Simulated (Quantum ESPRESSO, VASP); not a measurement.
Given: the input of a run of Quantum ESPRESSO 7.5 on InPd. Atoms were shifted at random by some hundredths of an Å from the given cell, which wasn't relaxed again for these runs. The cell comes from a database or a generator and needn't be the stable form of this composition.

File pw.in:

```
&CONTROL
  calculation = 'scf'
  prefix = 'pwscf'
  outdir = './tmp'
  pseudo_dir = './pseudo'
  tprnfor = .true.
  tstress = .true.
  disk_io = 'nowf'
/
&SYSTEM
  ibrav = 0
  nat = 2
  ntyp = 2
  ecutwfc = 60
  ecutrho = 440
  nbnd = 23
  occupations = 'smearing'
  smearing = 'fd'
  degauss = 0.00367493
/
&ELECTRONS
  conv_thr = 4d-10
  electron_maxstep = 120
  mixing_beta = 0.5
/
ATOMIC_SPECIES
In   114.8180 In.pbe-dn-rrkjus_psl.0.2.2.UPF
Pd   106.4200 Pd_ONCV_PBE-1.0.oncvpsp.upf
CELL_PARAMETERS angstrom
   0.0000000000    2.7460700000    2.7460700000
   2.7460700000    0.0000000000    2.7460700000
   2.7460700000    2.7460700000    0.0000000000
ATOMIC_POSITIONS crystal
In    -0.0045800000   -0.0027680000   -0.0080480000
Pd     0.5034030000    0.5010420000    0.5058810000
K_POINTS automatic
8 8 8 0 0 0
```

Potentials or basis: SSSP 1.3 efficiency PBE.

The run is started by

```console
$ OMP_NUM_THREADS=1 pw.x -in pw.in > pw.out
```

**Question.** Translate it to VASP 6.6.1. Potentials or basis there: PBE PAW files In_d, Pd, 520 eV.

**Answer.** As run (cutoffs and basis follow the program's own potentials, and thresholds, step limits or extra output files can differ):

The input INCAR:

```
SYSTEM = InPd
  PREC = Accurate
  ENCUT = 520
  EDIFF = 1E-7
  ISMEAR = -1
  SIGMA = 0.05
  LREAL = .False.
  LASPH = .True.
  NELM = 80
  ALGO = Normal
  ISIF = 2
  LWAVE = .False.
  LCHARG = .False.
  GGA = PE
  NBANDS = 18
```

KPOINTS

```
regular mesh
0
Gamma
  8 8 8
  0 0 0
```

POSCAR

```
InPd
1.0
    0.0000000000      2.7460700000      2.7460700000
    2.7460700000      0.0000000000      2.7460700000
    2.7460700000      2.7460700000      0.0000000000
In Pd
1 1
Direct
   -0.0045800000     -0.0027680000     -0.0080480000
    0.5034030000      0.5010420000      0.5058810000
```

Potentials or basis: VASP PAW PBE potentials, release 64 (In_d, Pd).

The run is started by

```sh
$ cat potpaw_PBE.64/In_d/POTCAR potpaw_PBE.64/Pd/POTCAR > POTCAR
$ mpirun -np 1 vasp_std > vasp.out
```

Both were run:

|  | Quantum ESPRESSO | VASP |
| --- | --- | --- |
| Pressure | 0.4 GPa | 0.5 GPa |
| Largest force | 0.393 eV/Å | 0.391 eV/Å |

The potentials hold 31 and 23 valence electrons a cell.

Pressure is positive in compression.
